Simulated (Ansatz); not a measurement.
# Al (bcc type): how the settings move a single-point run

How sensitive is a single-point run of Al (bcc type) to its settings? A reference run comes first, then one run with altered input.

Computed with Ansatz 0.2.0 (reference: DFT, LDA, PAW with Ansatz's default frozen-core files, scalar-relativistic, unless a step's input says otherwise).

**1. Starting point**

Symmetry: Im-3m, No. 229, cubic system. Conventional cell: a = 3.009 Å, b = 3.009 Å, c = 3.009 Å, α = 90.00°, β = 90.00°, γ = 90.00°. Al (site symmetry m-3m) has 8 Al at 2.61 Å in its first shell of neighbours.

Structure file:

```
Al
1.0
    -1.50435    1.50435    1.50435
     1.50435   -1.50435    1.50435
     1.50435    1.50435   -1.50435
Al
1
Direct
  0.00000 0.00000 0.00000
```

**2. The reference run**

input.yaml

```yaml
crystal:
  lattice:
    - [-1.5043516205, 1.5043516205, 1.5043516205]
    - [1.5043516205, -1.5043516205, 1.5043516205]
    - [1.5043516205, 1.5043516205, -1.5043516205]
  atoms:
    - { symbol: Al, position: [0.0, 0.0, 0.0] }
kpoints:
  mp_grid: { grid: [19, 19, 19] }
scf:
  occupations: { method: fermi_dirac, width: 0.08 }
hamiltonian:
  xc: lda
  pseudopotentials: { kind: paw }
output:
  forces: true
  stress: true
  eigenvalues: true
  populations: true
```

The run is started by

```bash
> ansatz run input.yaml --threads 1 --pin off --max-ram 2048MiB --backend cpu --events-out ev --progress --plain --runs-dir out
```

**3. Changing settings: mixing.algorithm msr1, mixing.beta 0.05, mixing.ndim 2, chi_scale 0.1, dr2_threshold 1.0e-09**

Edit input.yaml of step 2 so:

```diff
@@ -11,2 +11,5 @@
   occupations: { method: fermi_dirac, width: 0.08 }
+  mixing: { algorithm: msr1, beta: 0.05, ndim: 2 }
+  initial_density: { chi_scale: 0.1 }
+  convergence: { dr2_threshold: 1.0e-09 }
 hamiltonian:
```

What does the calculation give? Wanted: for each run, ending; energy change; pressure; gap; force.

As calculated:

```csv
run,ending,energy change,pressure (GPa),gap (eV),force (eV/Å),cycles,time
reference,converged,0,18.9,0.00,0.00,6,2.1 s
"1: mixing.algorithm msr1, mixing.beta 0.05, mixing.ndim 2, chi_scale 0.1, dr2_threshold 1.0e-09",converged,0.0 meV/atom,18.9,0.00,0.00,7,2.1 s
```

Residual by cycle in the longest SCF loop of each run; runs are numbered as in the table. The quantity is the density residual dr2, in eV.

```csv
cycle,reference,run 1
1,0.00167,0.081
2,3.5e-4,0.0727
3,2.7e-8,1.4e-5
4,3.3e-10,1.5e-6
5,5.9e-12,1.7e-9
6,1.7e-14,1.8e-11
7,-,4.3e-15
```

Same state: the changed mixing, start and convergence setting leaves the energy within 0.5 meV/atom. Cost: 7 SCF cycles against 6. The structure is not at rest: the sound run finds 19 GPa, so these are no properties of the relaxed crystal. 
